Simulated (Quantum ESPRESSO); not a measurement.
# PbSe (Clausthalite) (Fm-3m) in Quantum ESPRESSO: notebook, part 2 of 2

Quantum ESPRESSO 7.5.

### 3 Single point, PBE

The input, scf.in:

```
&CONTROL
  calculation = 'scf'
  prefix = 'pwscf'
  outdir = './tmp'
  pseudo_dir = './pseudo'
/
&SYSTEM
  ibrav = 0
  nat = 2
  ntyp = 2
  ecutwfc = 86
  nbnd = 22
  occupations = 'smearing'
  smearing = 'fd'
  degauss = 0.00367493
  force_symmorphic = .true.
/
&ELECTRONS
  conv_thr = 4d-10
  electron_maxstep = 120
  mixing_beta = 0.5
/
ATOMIC_SPECIES
Pb   207.2000 Pb.upf
Se    78.9710 Se.upf
CELL_PARAMETERS angstrom
   0.0000000000    3.0606500000    3.0606500000
   3.0606500000    0.0000000000    3.0606500000
   3.0606500000    3.0606500000    0.0000000000
ATOMIC_POSITIONS crystal
Pb     0.0000000000    0.0000000000    0.0000000000
Se     0.5000000000    0.5000000000    0.5000000000
K_POINTS automatic
12 12 12 0 0 0
```

The input, nscf.in:

```
&CONTROL
  calculation = 'nscf'
  prefix = 'pwscf'
  outdir = './tmp'
  pseudo_dir = './pseudo'
/
&SYSTEM
  ibrav = 0
  nat = 2
  ntyp = 2
  ecutwfc = 86
  nbnd = 35
  occupations = 'fixed'
  force_symmorphic = .true.
/
&ELECTRONS
  conv_thr = 1d-08
  diago_full_acc = .true.
  diago_thr_init = 1d-06
/
ATOMIC_SPECIES
Pb   207.2000 Pb.upf
Se    78.9710 Se.upf
CELL_PARAMETERS angstrom
   0.0000000000    3.0606500000    3.0606500000
   3.0606500000    0.0000000000    3.0606500000
   3.0606500000    3.0606500000    0.0000000000
ATOMIC_POSITIONS crystal
Pb     0.0000000000    0.0000000000    0.0000000000
Se     0.5000000000    0.5000000000    0.5000000000
K_POINTS automatic
12 12 12 0 0 0
```

Potentials or basis: PseudoDojo 0.4.1 SR PBE standard.

Launch:

```sh
$ OMP_NUM_THREADS=1 pw.x -in scf.in > scf.out
$ OMP_NUM_THREADS=1 pw.x -in nscf.in > nscf.out
```

scf.out:

```text
This program is part of the open-source Quantum ESPRESSO suite
     for quantum simulation of materials; please cite
[... 9 lines left out ...]
     --------------------
     sticks:   dense  smooth     PW     G-vecs:    dense   smooth      PW
     Sum        1585    1585    451                41655    41655    6423

     Using Slab Decomposition

     bravais-lattice index     =            0
     lattice parameter (alat)  =       8.1795  a.u.
     unit-cell volume          =     386.9614 (a.u.)^3
     number of atoms/cell      =            2
     number of atomic types    =            2
     number of electrons       =        30.00
     number of Kohn-Sham states=           22
     kinetic-energy cutoff     =      86.0000  Ry
     charge density cutoff     =     344.0000  Ry
     scf convergence threshold =      4.0E-10
     mixing beta               =       0.5000
     number of iterations used =            8  plain     mixing
     Exchange-correlation= PBE
                           (   1   4   3   4   0   0   0)

     celldm(1)=   8.179515  celldm(2)=   0.000000  celldm(3)=   0.000000
     celldm(4)=   0.000000  celldm(5)=   0.000000  celldm(6)=   0.000000

     crystal axes: (cart. coord. in units of alat)
               a(1) = (   0.000000   0.707107   0.707107 )
               a(2) = (   0.707107   0.000000   0.707107 )
               a(3) = (   0.707107   0.707107   0.000000 )

     reciprocal axes: (cart. coord. in units 2 pi/alat)
               b(1) = ( -0.707107  0.707107  0.707107 )
               b(2) = (  0.707107 -0.707107  0.707107 )
               b(3) = (  0.707107  0.707107 -0.707107 )

     PseudoPot. # 1 for Pb read from file:
     Pb.upf
     Pseudo is Norm-conserving + core correction, Zval = 14.0
     Generated using ONCVPSP code by D. R. Hamann
     Using radial grid of 1678 points,  6 beta functions with:
                l(1) =   0
                l(2) =   0
                l(3) =   1
                l(4) =   1
                l(5) =   2
                l(6) =   2

     PseudoPot. # 2 for Se read from file:
     Se.upf
     Pseudo is Norm-conserving + core correction, Zval = 16.0
     Generated using ONCVPSP code by D. R. Hamann
     Using radial grid of 1214 points,  6 beta functions with:
                l(1) =   0
                l(2) =   0
                l(3) =   1
                l(4) =   1
                l(5) =   2
                l(6) =   2

     atomic species   valence    mass     pseudopotential
     Pb               14.00   207.20000     Pb( 1.00)
     Se               16.00    78.97100     Se( 1.00)

     48 Sym. Ops., with inversion, found

   Cartesian axes

     site n.     atom                  positions (alat units)
         1        Pb     tau(   1) = (   0.0000000   0.0000000   0.0000000  )
         2        Se     tau(   2) = (   0.7071068   0.7071068   0.7071068  )

     number of k points=    72  Fermi-Dirac smearing, width (Ry)=  0.0037
                       cart. coord. in units 2pi/alat
        k(    1) = (   0.0000000   0.0000000   0.0000000), wk =   0.0011574
        k(    2) = (   0.0589256   0.0589256  -0.0589256), wk =   0.0092593
        k(    3) = (   0.1178511   0.1178511  -0.1178511), wk =   0.0092593
        k(    4) = (   0.1767767   0.1767767  -0.1767767), wk =   0.0092593
        k(    5) = (   0.2357023   0.2357023  -0.2357023), wk =   0.0092593
        k(    6) = (   0.2946278   0.2946278  -0.2946278), wk =   0.0092593
[... 64 lines left out ...]
        k(   71) = (  -0.7071068   0.2357023   0.0000000), wk =   0.0138889
        k(   72) = (  -0.7071068   0.3535534   0.0000000), wk =   0.0069444

     Dense  grid:    41655 G-vectors     FFT dimensions: (  50,  50,  50)

     Initial potential from superposition of free atoms

     starting charge      29.9978, renormalised to      30.0000
     Starting wfcs are   18 randomized atomic wfcs +    4 random wfcs

     Self-consistent Calculation

     iteration #  1     ecut=    86.00 Ry     beta= 0.50
     Davidson diagonalization with overlap
     ethr =  1.00E-02,  avg # of iterations =  5.2

     Threshold (ethr) on eigenvalues was too large:
     Diagonalizing with lowered threshold

     Davidson diagonalization with overlap
     ethr =  2.54E-04,  avg # of iterations =  3.2

     total energy              =    -383.29916210 Ry
     estimated scf accuracy    <       0.07429681 Ry

     iteration #  2     ecut=    86.00 Ry     beta= 0.50
     Davidson diagonalization with overlap
     ethr =  2.48E-04,  avg # of iterations =  2.4
[... 43 lines left out ...]
     total energy              =    -383.31927513 Ry
     estimated scf accuracy    <          5.9E-09 Ry

     iteration #  9     ecut=    86.00 Ry     beta= 0.50
     Davidson diagonalization with overlap
     ethr =  1.96E-11,  avg # of iterations =  2.0

     End of self-consistent calculation

          k = 0.0000 0.0000 0.0000 (  5161 PWs)   bands (ev):

   -37.7805 -37.7805 -37.7781 -37.7781 -37.7781  -7.3301  -7.3301  -7.3301
    -7.3244  -7.3244  -4.1010   3.1834   7.6251   7.6251   7.6251  14.2059
    14.2059  14.2059  16.0244  16.0244  16.0244  17.7671

          k = 0.0589 0.0589-0.0589 (  5137 PWs)   bands (ev):

   -37.7805 -37.7805 -37.7781 -37.7781 -37.7781  -7.3299  -7.3292  -7.3292
    -7.3248  -7.3248  -4.0479   2.9998   7.6429   7.6429   7.7551  13.6433
    13.8662  13.8662  15.9237  16.1887  16.1887  18.3308
[... 361 lines left out ...]
          k =-0.0000-0.4714 0.5893 (  5215 PWs)   bands (ev):

   -37.7805 -37.7804 -37.7780 -37.7780 -37.7780  -7.4187  -7.3306  -7.3212
    -7.3021  -7.2889  -2.6681   1.4580   4.9590   6.1885   7.7340  12.3776
    13.7906  14.8850  15.7036  18.8146  20.7720  21.8968

          k =-0.7071 0.1179-0.0000 (  5214 PWs)   bands (ev):

   -37.7805 -37.7804 -37.7781 -37.7780 -37.7779  -7.4447  -7.3442  -7.3092
    -7.2899  -7.2854  -2.6589   1.9218   4.6041   6.1076   6.7424  13.4018
    14.1699  15.3350  15.3945  20.5676  21.0242  22.0589

          k =-0.2357-0.4714 0.7071 (  5227 PWs)   bands (ev):

   -37.7805 -37.7804 -37.7780 -37.7780 -37.7780  -7.3899  -7.3305  -7.3280
    -7.3017  -7.2976  -2.9850   1.4152   6.0485   6.5381   8.1692  11.7262
    13.2107  13.8627  15.9250  19.4148  19.8212  20.1625
[... 37 lines left out ...]
          k =-0.7071 0.3536 0.0000 (  5220 PWs)   bands (ev):

   -37.7805 -37.7804 -37.7780 -37.7780 -37.7779  -7.4165  -7.3249  -7.3178
    -7.3178  -7.2854  -2.6366   1.4745   5.2663   5.2663   8.7026  11.3803
    14.4599  14.4599  17.2353  17.2353  21.3545  22.2298

     the Fermi energy is     9.6412 ev

!    total energy              =    -383.31927513 Ry
     estimated scf accuracy    <          3.5E-10 Ry
     smearing contrib. (-TS)   =      -0.00000685 Ry
     internal energy E=F+TS    =    -383.31926828 Ry

     The total energy is F=E-TS. E is the sum of the following terms:
     one-electron contribution =    -173.57280878 Ry
     hartree contribution      =     100.03677770 Ry
     xc contribution           =     -88.42683652 Ry
     ewald contribution        =    -221.35640068 Ry

     convergence has been achieved in   9 iterations

=------------------------------------------------------------------------------=
   JOB DONE.
=------------------------------------------------------------------------------=
```

Wall time 3.2 min (1 thread of Arm Neoverse V2, shared host); peak memory 0.19 GiB.

What came out:

```yaml
Band_gap_on_the_k_mesh_mean-field_level: 0.30 eV, direct
```

Caveat: spin-orbit coupling is left out, which as a rule narrows the gap of such compounds by several tenths of an eV.

### 4 Single point, PBE

Changes to scf.in since step 3:

```diff
@@ -10,4 +10,4 @@
   ntyp = 2
-  ecutwfc = 86
-  nbnd = 22
+  ecutwfc = 104
+  nbnd = 32
   occupations = 'smearing'
@@ -33,2 +33,2 @@
 K_POINTS automatic
-12 12 12 0 0 0
+8 8 8 0 0 0
```

Changes to nscf.in since step 3:

```diff
@@ -10,4 +10,4 @@
   ntyp = 2
-  ecutwfc = 86
-  nbnd = 35
+  ecutwfc = 104
+  nbnd = 83
   occupations = 'fixed'
@@ -31,2 +31,2 @@
 K_POINTS automatic
-12 12 12 0 0 0
+4 4 4 0 0 0
```

Potentials or basis: PseudoDojo 0.4 SR PBE stringent.

Launch:

```sh
$ OMP_NUM_THREADS=1 pw.x -in scf.in > scf.out
$ OMP_NUM_THREADS=1 pw.x -in nscf.in > nscf.out
```

scf.out:

```text
This program is part of the open-source Quantum ESPRESSO suite
     for quantum simulation of materials; please cite
         "P. Giannozzi et al., J. Phys.:Condens. Matter 21 395502 (2009);
         "P. Giannozzi et al., J. Phys.:Condens. Matter 29 465901 (2017);
         "P. Giannozzi et al., J. Chem. Phys. 152 154105 (2020);
     in publications or presentations arising from this work. More details at

     Message from routine setup:
     using ibrav=0 with symmetry is DISCOURAGED, use correct ibrav instead

     G-vector sticks info
     --------------------
     sticks:   dense  smooth     PW     G-vecs:    dense   smooth      PW
     Sum        1915    1915    547                55369    55369    8393

     Using Slab Decomposition

     bravais-lattice index     =            0
     lattice parameter (alat)  =       8.1795  a.u.
     unit-cell volume          =     386.9614 (a.u.)^3
     number of atoms/cell      =            2
     number of atomic types    =            2
     number of electrons       =        46.00
     number of Kohn-Sham states=           32
     kinetic-energy cutoff     =     104.0000  Ry
     charge density cutoff     =     416.0000  Ry
     scf convergence threshold =      4.0E-10
     mixing beta               =       0.5000
     number of iterations used =            8  plain     mixing
[... 162 lines left out ...]
     End of self-consistent calculation

          k = 0.0000 0.0000 0.0000 (  6879 PWs)   bands (ev):

  -196.6990-136.1773-136.1773-136.1773-128.8481 -70.5361 -70.5361 -70.5361
   -36.3478 -36.3478 -36.3459 -36.3459 -36.3459  -5.9446  -5.9446  -5.9446
    -5.9406  -5.9406  -2.6959   4.5895   9.0214   9.0214   9.0214  15.6111
    15.6111  15.6111  17.4284  17.4284  17.4284  19.0888  19.2741  19.9180
[... 129 lines left out ...]
  -196.6990-136.1773-136.1773-136.1773-128.8481 -70.5361 -70.5361 -70.5361
   -36.3479 -36.3478 -36.3459 -36.3458 -36.3458  -6.0350  -5.9467  -5.9366
    -5.9125  -5.9061  -1.2727   2.8569   6.3255   8.1732   8.5038  14.2933
    14.9133  16.3408  16.7339  21.0245  21.2074  23.1890  24.1291  24.5444

          k =-0.7071 0.0000 0.0000 (  6918 PWs)   bands (ev):

  -196.6990-136.1773-136.1773-136.1773-128.8481 -70.5362 -70.5361 -70.5361
   -36.3479 -36.3478 -36.3459 -36.3458 -36.3458  -6.0681  -5.9626  -5.9216
    -5.9000  -5.9000  -1.2624   3.5124   5.9191   7.6663   7.6663  14.6040
    16.5090  16.5090  16.9461  22.2433  22.5516  23.6022  23.6022  23.8673
[... 38 lines left out ...]
  -196.6990-136.1773-136.1773-136.1773-128.8481 -70.5361 -70.5361 -70.5361
   -36.3478 -36.3478 -36.3459 -36.3459 -36.3458  -6.0129  -5.9472  -5.9317
    -5.9281  -5.9074  -1.3613   2.6613   6.8674   7.6717  10.0486  12.5753
    14.9220  15.7096  18.6377  18.7130  21.5420  22.2482  23.9085  25.6535

          k =-0.7071 0.1768-0.0000 (  6928 PWs)   bands (ev):

  -196.6990-136.1773-136.1773-136.1773-128.8481 -70.5361 -70.5361 -70.5361
   -36.3479 -36.3478 -36.3459 -36.3458 -36.3458  -6.0515  -5.9539  -5.9299
    -5.9097  -5.9000  -1.2480   3.1631   6.1233   7.3368   8.6612  14.7267
    15.0220  16.6178  17.0377  21.0204  22.5046  23.6114  24.0466  24.1007

          k =-0.7071 0.3536 0.0000 (  6892 PWs)   bands (ev):

  -196.6990-136.1773-136.1773-136.1773-128.8481 -70.5361 -70.5361 -70.5361
   -36.3479 -36.3478 -36.3459 -36.3459 -36.3458  -6.0320  -5.9411  -5.9323
    -5.9323  -5.9000  -1.2328   2.8794   6.6721   6.6721  10.1039  12.7902
    15.8530  15.8530  18.6342  18.6342  22.7261  23.5934  23.6209  24.5071

     the Fermi energy is    11.0464 ev

!    total energy              =   -1096.18133694 Ry
     estimated scf accuracy    <          1.9E-10 Ry
     smearing contrib. (-TS)   =      -0.00002250 Ry
     internal energy E=F+TS    =   -1096.18131444 Ry

     The total energy is F=E-TS. E is the sum of the following terms:
     one-electron contribution =    -849.94913337 Ry
     hartree contribution      =     399.07810983 Ry
     xc contribution           =    -125.69327063 Ry
     ewald contribution        =    -519.61702027 Ry

     convergence has been achieved in   9 iterations

=------------------------------------------------------------------------------=
   JOB DONE.
=------------------------------------------------------------------------------=
```

nscf.out:

```text
This program is part of the open-source Quantum ESPRESSO suite
     for quantum simulation of materials; please cite
         "P. Giannozzi et al., J. Phys.:Condens. Matter 21 395502 (2009);
         "P. Giannozzi et al., J. Phys.:Condens. Matter 29 465901 (2017);
         "P. Giannozzi et al., J. Chem. Phys. 152 154105 (2020);
[... 211 lines left out ...]
    56.2966  56.5270  57.8077  59.1600  59.1600  59.6671  60.3330  60.3330
    61.5539  62.9147  62.9147

     highest occupied, lowest unoccupied level (ev):    10.8980   11.1946

=------------------------------------------------------------------------------=
   JOB DONE.
=------------------------------------------------------------------------------=
```

It took 2.9 min on 1 thread of Arm Neoverse V1, shared host; peak memory 0.17 GiB.

Results:

```yaml
Band_gap_on_the_k_mesh_mean-field_level: 0.30 eV, direct
```

Caveat: the k mesh is coarse (spacing up to 0.44 Å⁻¹), so the values aren't converged; spin-orbit coupling is left out, which as a rule narrows the gap of such compounds by several tenths of an eV. A k mesh can miss the band edges.

### 5 Single point, PBE

Changes to scf.in since step 4:

```diff
@@ -10,4 +10,4 @@
   ntyp = 2
-  ecutwfc = 104
-  nbnd = 32
+  ecutwfc = 86
+  nbnd = 22
   occupations = 'smearing'
```

Changes to nscf.in since step 4:

```diff
@@ -10,4 +10,4 @@
   ntyp = 2
-  ecutwfc = 104
-  nbnd = 83
+  ecutwfc = 86
+  nbnd = 165
   occupations = 'fixed'
```

Potentials or basis: PseudoDojo 0.4.1 SR PBE standard.

Launch:

```sh
$ OMP_NUM_THREADS=1 pw.x -in scf.in > scf.out
$ OMP_NUM_THREADS=1 pw.x -in nscf.in > nscf.out
```

Wall time 2.2 min (1 thread of Arm Neoverse V1, shared host); peak memory 0.12 GiB.

The run converged. Its results:

```yaml
Band_gap_on_the_k_mesh_mean-field_level: 0.30 eV, direct
```

Levels at points of the mesh, in eV from the valence-band top:
| k point | band 12 | band 13 | band 14 | band 15 | band 16 | band 17 | band 18 | band 19 |
| --- | --- | --- | --- | --- | --- | --- | --- | --- |
| (0.00, 0.00, 0.00) | -6.31 | -1.87 | -1.87 | -1.87 | 4.71 | 4.71 | 4.71 | 6.53 |
| (0.00, 0.00, -0.50) | -8.80 | -1.47 | -1.47 | 0.00 | 0.30 | 1.70 | 1.70 | 8.56 |
| (0.00, -0.50, -0.50) | -7.38 | -4.98 | -3.23 | -3.23 | 3.71 | 5.61 | 5.61 | 6.05 |

Caveat: the k mesh is coarse (spacing up to 0.44 Å⁻¹), so the values aren't converged; spin-orbit coupling is left out, which as a rule narrows the gap of such compounds by several tenths of an eV. A k mesh can miss the band edges.

### 6 The runs side by side

```tsv
potentials or basis	spin	k mesh	cutoff (eV)	k mesh of the self-consistent run	mesh quality	gap on the mesh (eV)
PseudoDojo 0.4 FR PBE standard	non-collinear, zero start, SOC	4 × 4 × 4	1170	8 × 8 × 8	coarse	0.20
PseudoDojo 0.4.1 SR PBE standard	off	12 × 12 × 12	1170	12 × 12 × 12	not flagged	0.30
PseudoDojo 0.4 SR PBE stringent	off	4 × 4 × 4	1415	8 × 8 × 8	coarse	0.30
PseudoDojo 0.4.1 SR PBE standard	off	4 × 4 × 4	1170	8 × 8 × 8	coarse	0.30
```

Alike in all rows: task single point; level PBE; cell as given; smearing fixed.

Caveats: some runs use coarse meshes; spin-orbit coupling is left out, which as a rule narrows the gap of such compounds by several tenths of an eV (some runs).

Total energies depend on the potentials used, so only differences within one code and one set of settings carry meaning.

### 7 How close it comes

Step 3. Against the measured gap of PbSe, 0.15 eV (direct; 4.2 K; a printed reference work, monograph), the calculated 0.30 eV is off by +0.15 eV. 2 values of this kind are on record (0.15 to 0.28 eV); this one was drawn at random. Spin-orbit coupling on Pb, Se is left out. The value is that of PBE on a finite k mesh, which can miss the band edges, without temperature or zero-point motion.
